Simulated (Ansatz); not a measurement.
**Strain response of Al3Cu2**

All numbers below come from DFT PBEsol, scalar-relativistic, plane waves, PAW in Ansatz. Run with 420 eV cutoff, 12×12×8 k-mesh, Gaussian smearing of 0.10 eV, no spin polarisation.

Starting point, cell and atoms relaxed:

```yaml
crystal:
  lattice:
    - [4.09859, 0.00000, 0.00000]
    - [-2.04929, 3.54948, 0.00000]
    - [0.00000, 0.00000, 4.98210]
  atoms:
    - { symbol: Al, position: [0.00000, 0.00000, 0.00000] }
    - { symbol: Al, position: [0.33333, 0.66667, 0.35151] }
    - { symbol: Al, position: [0.66667, 0.33333, 0.64849] }
    - { symbol: Cu, position: [0.33333, 0.66667, 0.84229] }
    - { symbol: Cu, position: [0.66667, 0.33333, 0.15771] }
```

Deformation: biaxial strain in the a-b plane, with the length and tilt of c and the atoms relaxed, all within the symmetry that the strain leaves. Energies are extrapolated to zero smearing. Stress is positive in compression, on the Cartesian axes of the cell above.

```tsv
strain (%)	ΔE (meV/atom)	a (Å)	b (Å)	c (Å)	σxx (GPa)	σyy (GPa)	σzz (GPa)
-3.0	23.3	3.976	3.976	5.064	8.85	8.85	0.01
-2.0	10.3	4.017	4.017	5.030	5.79	5.79	0.00
-1.0	2.5	4.058	4.058	5.002	2.81	2.81	0.00
+0.0	0.0	4.099	4.099	4.982	-0.02	-0.02	-0.04
+1.0	2.4	4.140	4.140	4.962	-2.49	-2.49	-0.01
+2.0	8.9	4.181	4.181	4.941	-4.61	-4.61	-0.01
+3.0	19.1	4.222	4.222	4.922	-6.53	-6.53	0.00
```